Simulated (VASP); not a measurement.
# As (Pm-3m) in VASP: a series of runs

The runs below take As through relaxation of cell and atoms, with PBEsol, RPBE, revPBE.

Everything below comes from runs of VASP 6.6.1. Logs are shortened: lines on timing, memory, paths and dates and some standing lists are left out, and cuts for length are marked.

**1. Starting point**

Symmetry: Pm-3m, No. 221, cubic system. The conventional cell has a = 2.704 Å, b = 2.704 Å, c = 2.704 Å, α = 90.00°, β = 90.00°, γ = 90.00°. As (site symmetry m-3m) has 6 As at 2.70 Å as nearest neighbours.

This isn't the form of As at room conditions, which is rhombohedral.

**2. Relaxation of cell and atoms, PBEsol**

Contents of INCAR:

```
SYSTEM = As
PREC = Accurate
ENCUT = 600
EDIFF = 1E-6
ISMEAR = -1
SIGMA = 0.05
LREAL = .False.
LASPH = .True.
NELM = 60
ALGO = Fast
ISIF = 3
LWAVE = .False.
LCHARG = .False.
GGA = PS
IBRION = 2
NSW = 40
EDIFFG = -0.01
```

Contents of KPOINTS:

```
Automatic mesh
0
Gamma
  10 10 10
  0 0 0
```

Contents of POSCAR:

```
As
1.0
    2.7036817444      0.0000000000      0.0000000000
    0.0000000000      2.7036817444      0.0000000000
    0.0000000000      0.0000000000      2.7036817444
As
1
Direct
    0.5000000000      0.5000000000      0.5000000000
```

Potentials or basis: VASP PAW PBE potentials, release 64 (As).

The run is started by

```
$ cat potpaw_PBE.64/As/POTCAR > POTCAR
$ mpirun -np 1 vasp_std > vasp.out
```

OUTCAR:

```text
SYSTEM = As
   PREC = Accurate
   ENCUT = 600
   EDIFF = 1E-6
   ISMEAR = -1
   LREAL = .False.
   LASPH = .True.
   NELM = 60
   ISIF = 3
   GGA = PS
   IBRION = 2
   NSW = 40
   EDIFFG = -0.01

 ion  position               nearest neighbor table
   1  0.500  0.500  0.500-

  LATTYP: Found a simple cubic cell.
 ALAT       =     2.7036817444

  Lattice vectors:

 A1 = (   2.7036817444,   0.0000000000,   0.0000000000)
 A2 = (   0.0000000000,   2.7036817444,   0.0000000000)
 A3 = (   0.0000000000,   0.0000000000,   2.7036817444)

Analysis of symmetry for initial positions (statically):
=====================================================================
 Subroutine PRICEL returns:
 Original cell was already a primitive cell.

 Routine SETGRP: Setting up the symmetry group for a
 simple cubic supercell.

 Subroutine GETGRP returns: Found 48 space group operations
 (whereof 48 operations were pure point group operations)
 out of a pool of 48 trial point group operations.

The static configuration has the point symmetry O_h .

Analysis of symmetry for dynamics (positions and initial velocities):
=====================================================================
 Subroutine PRICEL returns:
 Original cell was already a primitive cell.

 Routine SETGRP: Setting up the symmetry group for a
 simple cubic supercell.

 Subroutine GETGRP returns: Found 48 space group operations
 (whereof 48 operations were pure point group operations)
 out of a pool of 48 trial point group operations.

The dynamic configuration has the point symmetry O_h .

 Subroutine INISYM returns: Found 48 space group operations
 (whereof 48 operations are pure point group operations),
 and found     1 'primitive' translations

----------------------------------------------------------------------------------------

                                     Primitive cell

  volume of cell :      19.7636

  direct lattice vectors                    reciprocal lattice vectors
     2.703681744  0.000000000  0.000000000     0.369866018  0.000000000  0.000000000
     0.000000000  2.703681744  0.000000000     0.000000000  0.369866018  0.000000000
     0.000000000  0.000000000  2.703681744     0.000000000  0.000000000  0.369866018

  length of vectors
     2.703681744  2.703681744  2.703681744     0.369866018  0.369866018  0.369866018

  position of ions in fractional coordinates (direct lattice)
     0.500000000  0.500000000  0.500000000

  ion indices of the primitive-cell ions
   primitive index   ion index
                 1           1

----------------------------------------------------------------------------------------

 KPOINTS: Automatic mesh

Automatic generation of k-mesh.
 Grid dimensions read from file:
 generate k-points for:   10   10   10

 Generating k-lattice:

  Cartesian coordinates                     Fractional coordinates (reciprocal lattice)
     0.036986602  0.000000000  0.000000000     0.100000000  0.000000000  0.000000000
     0.000000000  0.036986602  0.000000000     0.000000000  0.100000000  0.000000000
     0.000000000  0.000000000  0.036986602     0.000000000  0.000000000  0.100000000

  Length of vectors
     0.036986602  0.036986602  0.036986602

  Shift w.r.t. Gamma in fractional coordinates (k-lattice)
     0.000000000  0.000000000  0.000000000

 Subroutine IBZKPT returns following result:
 ===========================================

 Found     56 irreducible k-points:

 Following reciprocal coordinates:
            Coordinates               Weight
  0.000000  0.000000  0.000000      1.000000
  0.100000  0.000000  0.000000      6.000000
  0.200000  0.000000  0.000000      6.000000
  0.300000  0.000000  0.000000      6.000000
  0.400000  0.000000  0.000000      6.000000
  0.500000  0.000000  0.000000      3.000000
[... 16 lines left out ...]
  0.200000  0.100000  0.100000     24.000000
  0.300000  0.100000  0.100000     24.000000
 [... further k-points ...]
   k-points           NKPTS =     56   k-points in BZ     NKDIM =     56   number of bands    NBANDS=      6
   number of dos      NEDOS =    301   number of ions     NIONS =      1
   total plane-waves  NPLWV =  13824
   dimension x,y,z NGX =    24 NGY =   24 NGZ =   24
   dimension x,y,z NGXF=    48 NGYF=   48 NGZF=   48
   ions per type =               1
   NGX,Y,Z   is equivalent  to a cutoff of  14.76, 14.76, 14.76 a.u.
   NGXF,Y,Z  is equivalent  to a cutoff of  29.51, 29.51, 29.51 a.u.
 SYSTEM =  As
   PREC   = accura    normal or accurate (medium, high low for compatibility)
   ISTART =      0    job   : 0-new  1-cont  2-samecut
   ICHARG =      2    charge: 1-file 2-atom 10-const
   ISPIN  =      1    spin polarized calculation?
   LNONCOLLINEAR =      F non collinear calculations
   LSORBIT =      F    spin-orbit coupling
   LASPH  =      T    aspherical Exc in radial PAW
   ENCUT  =  600.0 eV  44.10 Ry    6.64 a.u.   5.40  5.40  5.40*2*pi/ulx,y,z
   NELM   =     60;   NELMIN=  2; NELMDL= -5     # of ELM steps
   EDIFF  = 0.1E-05   stopping-criterion for ELM
   LREAL  =      F    real-space projection
   EDIFFG = -.1E-01   stopping-criterion for IOM
   NSW    =     40    number of steps for IOM
   IBRION =      2    ionic relax: 0-MD 1-quasi-New 2-CG
   NFREE  =      1    steps in history (QN), initial steepest desc. (CG)
   ISIF   =      3    stress and relaxation
   ISYM   =      2    0-nonsym 1-usesym 2-fastsym
   POTIM  = 0.5000    time-step for ionic-motion
   TEBEG  =    0.0;   TEEND  =   0.0 temperature during run
   PSTRESS=    0.0 pullay stress
   NELECT =       5.0000    total number of electrons
   NUPDOWN=      -1.0000    fix difference up-down
   EMIN   =  10.00;   EMAX   =-10.00  energy-range for DOS
   EFERMI =   0.00;   METHOD = LEGACY
   ISMEAR =    -1;   SIGMA  =   0.05  broadening in eV -4-tet -1-fermi 0-gaus
   EFERMI_NEDOS =   21; number of points for ismear=-14 and -15
   IALGO  =     68    algorithm
   IMIX   =      4    mixing-type and parameters
     AMIX     =   0.40;   BMIX     =  1.00
     AMIX_MAG =   1.60;   BMIX_MAG =  1.00
  volume/ion in A,a.u.               =      19.76       133.37
  Fermi-wavevector in a.u.,A,eV,Ry     =   1.035403  1.956627 14.586243  1.072059
  Thomas-Fermi vector in A             =   2.169744
   LORBIT       =      0    0 simple, 1 ext, 2 COOP (PROOUT), +10 PAW based schemes
   GGA     = PS    functional components
   LHFCALC =     F    Hartree Fock is set to
   AEXX    =    0.0000 exact exchange contribution
   IVDW    =     0    specifies the selected vdW correction
   LEPSILON=     F    determine dielectric tensor
   LRPA    =     F    only Hartree local field effects (RPA)
 conjugate gradient relaxation of ions
 non-spin polarized calculation
 RMM-DIIS sequential band-by-band and
  energy-cutoff  :      600.00
  volume of cell :       19.76
 maximum number of plane-waves:       691
 NGX is ok and might be reduce to    24
   NGX = 11   NGY = 11   NGZ = 11

--------------------------------------- Ionic step        1  -------------------------------------------

 number of electron       5.0000001 magnetization

 Free energy of the ion-electron system (eV)
  ---------------------------------------------------
  ext. energy  EPLUGINS =         0.00000000
  ---------------------------------------------------
  free energy    TOTEN  =        -5.04729185 eV

  energy without entropy =       -5.04473999  energy(sigma->0) =       -5.04601592

------------------------ aborting loop because EDIFF is reached ----------------------------------------

  FORCE on cell =-STRESS in cart. coord.  units (eV):
  Direction    XX          YY          ZZ          XY          YZ          ZX
  --------------------------------------------------------------------------------------
  -------------------------------------------------------------------------------------
  Total       -0.1544814     -0.1544814     -0.1544814     -0.0000000     -0.0000000      0.0000000
  in kB      -12.5233345    -12.5233345    -12.5233345     -0.0000000     -0.0000000      0.0000000
  external PRESSURE =     -12.5233345 kB  Pullay stress =       0.0000000 kB
[... 55 lines left out ...]
  energy  without entropy=       -5.0454044710  energy(sigma->0) =       -5.04671411

--------------------------------------- Ionic step        3  -------------------------------------------

 number of electron       5.0000001 magnetization

 Free energy of the ion-electron system (eV)
  ---------------------------------------------------
  ext. energy  EPLUGINS =         0.00000000
  ---------------------------------------------------
  free energy    TOTEN  =        -5.04840210 eV

  energy without entropy =       -5.04579867  energy(sigma->0) =       -5.04710039

 E-fermi :   5.9259     XC(G=0): -10.6157

 val. band max:        5.8415200632   @ k =   0.5000   0.3000   0.3000
 cond. band min:       5.9377758810   @ k =   0.3000   0.3000   0.3000
 fundamental gap:      0.0962558178
 Fermi energy:         5.9259351878

 k-point     1 :       0.0000    0.0000    0.0000
  band No.  band energies     occupation
      1      -9.1462      2.00000
      2      10.1783      0.00000
      3      10.1783      0.00000
      4      10.1783      0.00000
      5      14.4917      0.00000
      6      14.4917      0.00000

 k-point     2 :       0.1000    0.0000    0.0000
  band No.  band energies     occupation
      1      -8.9592      2.00000
      2       8.0879      0.00000
      3      10.3435      0.00000
      4      10.3435      0.00000
      5      14.6589      0.00000
      6      15.7158      0.00000
[... 190 lines left out ...]
 k-point    24 :       0.3000    0.1000    0.1000
  band No.  band energies     occupation
      1      -7.1632      2.00000
      2       2.4784      2.00000
      3       9.4608      0.00000
      4       9.9588      0.00000
      5      18.5184      0.00000
      6      18.5951      0.00000

 [... further k-points ...]
[... 5 lines left out ...]
  --------------------------------------------------------------------------------------
  -------------------------------------------------------------------------------------
  Total        0.0004265      0.0004265      0.0004265     -0.0000000      0.0000000      0.0000000
  in kB        0.0350672      0.0350672      0.0350672     -0.0000000      0.0000000      0.0000000
  external PRESSURE =       0.0350672 kB  Pullay stress =       0.0000000 kB
[... 16 lines left out ...]
  FREE ENERGIE OF THE ION-ELECTRON SYSTEM (eV)
  ---------------------------------------------------
  free  energy   TOTEN  =        -5.0484021006 eV

  energy  without entropy=       -5.0457986709  energy(sigma->0) =       -5.04710039

 reached required accuracy - stopping structural energy minimisation
```

Wall time 9.6 s (1 thread of Intel Xeon Platinum 8259CL at 2.50GHz (Skylake/Cascade Lake), shared host); peak memory 0.15 GiB.

Results:

| Quantity | Value |
| --- | --- |
| Free energy | -5.0484 eV |
| Relaxed volume | 19.48 Å³/atom |
| Relaxed cell | a = 2.691 Å, b = 2.691 Å, c = 2.691 Å, α = 90.00°, β = 90.00°, γ = 90.00° |
| Space group after relaxing (to 0.05 Å) | Pm-3m (No. 221) |
| Energy gained by relaxing | 1.1 meV/atom |
| Ionic steps | 3 |
| Pressure after relaxing | 0.0 GPa |
| Band gap on the k mesh | none (metal or under the smearing width) |

Step by step:
| step | energy change (eV) | largest force (eV/Å) | pressure (GPa) | volume (Å³) |
| --- | --- | --- | --- | --- |
| 1 | 0.0000 | 0.0000 | -1.25 | 19.76 |
| 2 | -0.0007 | 0.0000 | 0.77 | 19.33 |
| 3 | -0.0011 | 0.0000 | 0.00 | 19.48 |

Final structure:
```xyz
1
Lattice="2.6909 0.0000 0.0000 0.0000 2.6909 0.0000 0.0000 0.0000 2.6909" Properties=species:S:1:pos:R:3 pbc="T T T"
As    1.3454    1.3454    1.3454
```

Caveat: the PAW data sets were made with another functional, which shifts forces and pressure a little.

(Continued in part 2 of 2.)
